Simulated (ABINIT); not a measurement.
# FeO (Wuestite) (R-3m) in ABINIT: convergence with smearing width

Aim: find how far smearing width must go before the results for FeO (Wuestite) settle, at RPBE. This setting moves, with any that are tied to it; all else stays.

Everything below comes from runs of ABINIT 10.8.3 (patched build). Logs are shortened: lines on timing, memory, paths and dates and some standing lists are left out, and cuts for length are marked. The log counts tension as positive stress, the text compression.

## Step 1: The crystal as given

Symmetry: R-3m, No. 166, trigonal system. Conventional cell: a = 3.038 Å, b = 3.038 Å, c = 7.559 Å, α = 90.00°, β = 90.00°, γ = 120.00°. Around Fe (site symmetry -3m) lie 6 O at 2.16 Å. O (site symmetry -3m) has 6 Fe at 2.16 Å as nearest neighbours.

## Step 2: With smearing width 0.272 eV

run.abi

```
# Pseudopotentials
pp_dirpath "./"
pseudos "Fe.GGA_PBE-JTH.xml, O.GGA_PBE-JTH.xml"

# Structure
acell 3.0698575869 3.0698575869 3.0698575869 Angstrom
rprim
     0.4947528865     0.2856457122     0.8207472866
    -0.4947528865     0.2856457122     0.8207472866
     0.0000000000    -0.5712914244     0.8207472866
ntypat 2
znucl 26 8
natom 2
typat 1 2
xred
     0.0000000000     0.0000000000     0.0000000000
     0.5000000000     0.5000000000     0.5000000000

# Plane-wave basis
ecut 26.0
pawecutdg 48.0
pawxcdev 0

# k points
kptopt 1
ngkpt 8 8 8
nshiftk 1
shiftk 0.0 0.0 0.0

# Exchange and correlation
ixc 15

# Bands and occupations
nband 16
occopt 7
tsmear 0.00999582

# Spin
nsppol 2
spinat
     0.0000000000     0.0000000000     3.0000000000
     0.0000000000     0.0000000000     0.0000000000

# SCF cycle
nstep 100
tolvrs 1.0e-9

# Output
iomode 3
prtwf 0
prtden 0
prteig 0
prtebands 0
enunit 2
```

Potentials or basis: JTH PAW PBE v2.0.

Run with:

```
abinit run.abi > log 2>&1
```

Wall time 2 min (1 thread of Arm Neoverse V1, shared host); peak memory 0.16 GiB.

Results (log left out):

```
Free energy                                           : -3822.8620 eV
Pressure                                              : 3.7 GPa
Band gap on the k mesh                                : none (metal or under the smearing width)
Net moment                                            : 4.00 μB per cell
Site moments                                          : Fe +3.60; O +0.28 μB
Valence electrons inside the program's atomic spheres : Fe 14.13; O 4.51
```

## Step 3: With smearing width 0.2 eV

run.abi: that of step 2 with these lines changed.

```diff
@@ -35,3 +35,3 @@
 occopt 7
-tsmear 0.00999582
+tsmear 0.00734986
```

Potentials or basis: JTH PAW PBE v2.0.

Run with:

```
abinit run.abi > log 2>&1
```

Run time: 2.4 min. Hardware: 1 thread of Arm Neoverse V1, shared host; peak memory 0.16 GiB.

It converged, with:

| Property | Result |
| --- | --- |
| Free energy | -3822.8500 eV |
| Pressure | 3.6 GPa |
| Band gap on the k mesh | none (metal or under the smearing width) |
| Net moment | 4.00 μB per cell |
| Site moments | Fe +3.60; O +0.28 μB |
| Valence electrons inside the program's atomic spheres | Fe 14.13; O 4.51 |

## Step 4: With smearing width 0.136 eV

run.abi: that of step 3 with these lines changed.

```diff
@@ -35,3 +35,3 @@
 occopt 7
-tsmear 0.00734986
+tsmear 0.00499791
```

Run with:

```
abinit run.abi > log 2>&1
```

It took 2.8 min on 1 thread of Arm Neoverse V1, shared host; peak memory 0.16 GiB.

Results (log left out):

- Free energy: -3822.8418 eV
- Pressure: 3.5 GPa
- Band gap on the k mesh: none (metal or under the smearing width)
- Net moment: 4.00 μB per cell
- Site moments: Fe +3.60; O +0.28 μB
- Valence electrons inside the program's atomic spheres: Fe 14.13; O 4.51

## Step 5: With smearing width 0.1 eV

run.abi: that of step 4 with these lines changed.

```diff
@@ -35,3 +35,3 @@
 occopt 7
-tsmear 0.00499791
+tsmear 0.00367493
```

Run with:

```
abinit run.abi > log 2>&1
```

It took 2.5 min on 1 thread of Arm Neoverse V1, shared host; peak memory 0.16 GiB.

It converged, with:

- Free energy: -3822.8383 eV
- Pressure: 3.5 GPa
- Band gap on the k mesh: none (metal or under the smearing width)
- Net moment: 4.00 μB per cell
- Site moments: Fe +3.60; O +0.28 μB
- Valence electrons inside the program's atomic spheres: Fe 14.13; O 4.51

## Step 6: With smearing width 0.05 eV

run.abi: that of step 5 with these lines changed.

```diff
@@ -35,3 +35,3 @@
 occopt 7
-tsmear 0.00367493
+tsmear 0.00183747
```

Potentials or basis: JTH PAW PBE v2.0.

Run with:

```
abinit run.abi > log 2>&1
```

Run time: 2.7 min. Hardware: 1 thread of Arm Neoverse V1, shared host; peak memory 0.16 GiB.

The run converged. Its results:

```yaml
Free_energy: -3822.8349 eV
Pressure: 3.5 GPa
Band_gap_on_the_k_mesh: none (metal or under the smearing width)
Net_moment: 4.00 μB per cell
Site_moments: Fe +3.60; O +0.28 μB
Valence_electrons_inside_the_program's_atomic_spheres: Fe 14.13; O 4.51
```

## Step 7: With smearing width 0.025 eV

run.abi: that of step 6 with these lines changed.

```diff
@@ -35,3 +35,3 @@
 occopt 7
-tsmear 0.00183747
+tsmear 0.00091873
```

Run with:

```
abinit run.abi > log 2>&1
```

Run time: 2.4 min. Hardware: 1 thread of Arm Neoverse V1, shared host; peak memory 0.16 GiB.

The run converged. Its results:

* Free energy: -3822.8340 eV
* Pressure: 3.5 GPa
* Band gap on the k mesh: none (metal or under the smearing width)
* Net moment: 4.00 μB per cell
* Site moments: Fe +3.60; O +0.28 μB
* Valence electrons inside the program's atomic spheres: Fe 14.13; O 4.51

## Step 8: With smearing width 0.01 eV

run.abi: that of step 7 with these lines changed.

```diff
@@ -35,3 +35,3 @@
 occopt 7
-tsmear 0.00091873
+tsmear 0.00036749
```

Potentials or basis: JTH PAW PBE v2.0.

Run with:

```
abinit run.abi > log 2>&1
```

run.abo:

```text
.Version 10.8.3 of ABINIT
 Symmetries : space group R-3 m (#166); Bravais hR (rhombohedral)
================================================================================
 Values of the parameters that define the memory need of the present run
     intxc =       0    ionmov =       0      iscf =      17    lmnmax =      18
     lnmax =       6     mgfft =      30  mpssoang =       3    mqgrid =    3001
     natom =       2  nloc_mem =       2    nspden =       2   nspinor =       1
    nsppol =       2      nsym =      12    n1xccc =       1    ntypat =       2
    occopt =       7   xclevel =       2
       mpw =         882          nfft =       27000          nkpt =          65
 PAW method is used; the additional fine FFT grid is defined by:
   mgfftf=        40    nfftf =     64000
================================================================================
================================================================================

--------------------------------------------------------------------------------
------------- Echo of variables that govern the present computation ------------
--------------------------------------------------------------------------------
 -outvars: echo values of preprocessed input variables --------
            acell      5.8011900848E+00  5.8011900848E+00  5.8011900848E+00 Bohr
              amu      5.58470000E+01  1.59994000E+01
             ecut      2.60000000E+01 Hartree
           enunit           2
                       outvar_i_n : Printing only first  50 k-points.
              ixc          15
                       outvar_i_n : Printing only first  50 k-points.
         kptrlatt        8    0    0      0    8    0      0    0    8
          kptrlen      4.59224886E+01
            natom           2
            nband          16
            ngfft          30      30      30
          ngfftdg          40      40      40
             nkpt          65
           nspden           2
           nsppol           2
            nstep         100
             nsym          12
           ntypat           2
                       prtocc : prtvol=0, do not print more k-points.
                       1.000000  1.000000  1.000000  1.000000  1.000000  1.000000
                       1.000000  1.000000  1.000000  1.000000  1.000000  0.000000
                       0.000000  0.000000  0.000000  0.000000
                       1.000000  1.000000  1.000000  1.000000  1.000000  1.000000
                       1.000000  1.000000  1.000000  1.000000  1.000000  0.000000
                       0.000000  0.000000  0.000000  0.000000
                       1.000000  1.000000  1.000000  1.000000  1.000000  1.000000
                       1.000000  1.000000  1.000000  1.000000  1.000000  0.000000
                       0.000000  0.000000  0.000000  0.000000
                       1.000000  1.000000  1.000000  1.000000  1.000000  1.000000
                       1.000000  1.000000  1.000000  1.000000  1.000000  0.000000
                       0.000000  0.000000  0.000000  0.000000
                       1.000000  1.000000  1.000000  1.000000  1.000000  1.000000
                       1.000000  1.000000  1.000000  1.000000  1.000000  0.000000
                       0.000000  0.000000  0.000000  0.000000
                       1.000000  1.000000  1.000000  1.000000  1.000000  1.000000
                       1.000000  1.000000  1.000000  1.000000  1.000000  0.000000
[... 118 lines left out ...]
                       1.000000  1.000000  1.000000  1.000000  1.000000  1.000000
[... 227 lines left out ...]
 prteigrs : prtvol=0 or 1, do not print more k-points.

 Eigenvalues (hartree) for nkpt=  65  k points, SPIN DOWN:
 kpt#   1, nband= 16, wtk=  0.00195, kpt=  0.0000  0.0000  0.0000 (reduced coord)
  -2.84561   -1.59742   -1.59730   -1.59730   -0.43522    0.18729    0.19102    0.19102
   0.28421    0.28727    0.28727    0.32253    0.32253    0.34100    0.86944    0.95650
      occupation numbers for kpt#   1
   1.00000    1.00000    1.00000    1.00000    1.00000    1.00000    1.00000    1.00000
   1.00000    1.00000    1.00000    0.00000    0.00000    0.00000    0.00000    0.00000
 prteigrs : prtvol=0 or 1, do not print more k-points.

 Fermi (or HOMO) energy (eV) =   8.54123   Average Vxc (eV)= -11.76631
 Eigenvalues (   eV  ) for nkpt=  65  k points, SPIN UP:
 kpt#   1, nband= 16, wtk=  0.00195, kpt=  0.0000  0.0000  0.0000 (reduced coord)
 -81.62225  -47.60049  -47.57358  -47.57358  -12.35576    4.51936    4.55362    4.59317
   4.59317    4.65325    4.65325    4.75562    4.75562    8.48540   23.80067   25.13494
 prteigrs : prtvol=0 or 1, do not print more k-points.

 Eigenvalues (   eV  ) for nkpt=  65  k points, SPIN DOWN:
 kpt#   1, nband= 16, wtk=  0.00195, kpt=  0.0000  0.0000  0.0000 (reduced coord)
 -77.43292  -43.46796  -43.46468  -43.46468  -11.84287    5.09653    5.19792    5.19792
   7.73376    7.81699    7.81699    8.77637    8.77637    9.27920   23.65869   26.02772
 prteigrs : prtvol=0 or 1, do not print more k-points.

--- !EnergyTerms
iteration_state     : {dtset: 1, }
comment             : Components of total free energy in Hartree
kinetic             :  1.96377551423775E+01
hartree             :  3.03987383690748E+01
xc                  : -6.30421948274202E+00
Ewald energy        : -9.48452021576933E+01
psp_core            :  5.77591822564498E+00
local_psp           : -8.51999485639253E+01
PAW spherical_terms : -9.94958409503345E+00
internal            : -1.40486542562297E+02
'-kT*entropy'       : -4.26471422707874E-06
total_energy        : -1.40486546827011E+02
total_energy_eV     : -3.82283368807389E+03
...

--- !EnergyTermsDC
iteration_state     : {dtset: 1, }
comment             : '"Double-counting" decomposition of free energy'
band_energy         : -1.48141535987880E+01
Ewald energy        : -9.48452021576933E+01
psp_core            :  5.77591822564498E+00
xc_dc               : -2.85250066432288E+01
PAW spherical_terms : -8.07810232140281E+00
internal            : -1.40486546495468E+02
'-kT*entropy'       : -4.26471422707874E-06
total_energy_dc     : -1.40486550760182E+02
total_energy_dc_eV  : -3.82283379510093E+03
...

--- !EnergyTermsWithPAWCore
iteration_state     : {dtset: 1, }
comment             : 'Components of total free energy, including PAW core contributions'
Total energy        : -1.34827279120767E+03
Total energy DC     : -1.34827279514084E+03
Total energy (eV)   : -3.66883716864987E+04
Total energy DC (eV): -3.66883717935258E+04
...

 Cartesian components of stress tensor (hartree/bohr^3)
  sigma(1 1)= -1.29860813E-04  sigma(3 2)=  0.00000000E+00
  sigma(2 2)= -1.29860812E-04  sigma(3 1)=  0.00000000E+00
  sigma(3 3)= -9.50451365E-05  sigma(2 1)=  0.00000000E+00

-Cartesian components of stress tensor (GPa)         [Pressure=  3.4792E+00 GPa]
- sigma(1 1)= -3.82063703E+00  sigma(3 2)=  0.00000000E+00
- sigma(2 2)= -3.82063701E+00  sigma(3 1)=  0.00000000E+00
- sigma(3 3)= -2.79632446E+00  sigma(2 1)=  0.00000000E+00

== END DATASET(S) ==============================================================
================================================================================

 -outvars: echo values of variables after computation  --------
            acell      5.8011900848E+00  5.8011900848E+00  5.8011900848E+00 Bohr
           etotal     -1.4048655076E+02
            fcart     -0.0000000000E+00 -0.0000000000E+00 -0.0000000000E+00
                      -0.0000000000E+00 -0.0000000000E+00 -0.0000000000E+00
            rprim      4.9475288650E-01  2.8564571220E-01  8.2074728660E-01
                      -4.9475288650E-01  2.8564571220E-01  8.2074728660E-01
                       0.0000000000E+00 -5.7129142440E-01  8.2074728660E-01
           strten     -1.2986081329E-04 -1.2986081236E-04 -9.5045136484E-05
                       0.0000000000E+00  0.0000000000E+00  0.0000000000E+00
           xangst      0.0000000000E+00  0.0000000000E+00  0.0000000000E+00
                       5.1122048947E-17  4.0292827813E-17  3.7793659270E+00
             xred      0.0000000000E+00  0.0000000000E+00  0.0000000000E+00
                       5.0000000000E-01  5.0000000000E-01  5.0000000000E-01
 Calculation completed.
```

Wall time 2.3 min (1 thread of Arm Neoverse V1, shared host); peak memory 0.16 GiB.

Results:

- Free energy: -3822.8338 eV
- Pressure: 3.5 GPa
- Band gap on the k mesh: none (metal or under the smearing width)
- Net moment: 4.00 μB per cell
- Site moments: Fe +3.60; O +0.28 μB
- Valence electrons inside the program's atomic spheres: Fe 14.13; O 4.51

## Step 9: Summary

| smearing width | energy less the tightest run, at zero smearing (meV/atom) | pressure (GPa) | SCF cycles | CPU time (s) | peak memory (GiB) |
| --- | --- | --- | --- | --- | --- |
| 0.272 eV | -1.17 | 3.75 | 22 | 120 | 0.16 |
| 0.2 eV | -0.88 | 3.62 | 27 | 150 | 0.16 |
| 0.136 eV | -0.34 | 3.55 | 32 | 170 | 0.16 |
| 0.1 eV | -0.09 | 3.52 | 27 | 150 | 0.16 |
| 0.05 eV | 0.00 | 3.49 | 30 | 160 | 0.16 |
| 0.025 eV | -0.01 | 3.48 | 26 | 140 | 0.16 |
| 0.01 eV | 0.00 | 3.48 | 25 | 140 | 0.16 |

Against the tightest run, the energy stays within 1 meV/atom from 0.2 eV on; the pressure stays within 0.1 GPa from 0.136 eV on. Narrower smearing needs a denser k mesh, so at a fixed mesh the narrowest width isn't the most accurate. The tightest run that finished is the yardstick and may itself not be fully converged.

Caveats: the PAW data sets were made with another functional, which shifts forces and pressure a little; a cell with one magnetic atom can't hold antiferromagnetic order, which such compounds often take; semilocal functionals often make such compounds metallic where correlation or magnetic order opens a gap, which also shifts bond lengths.
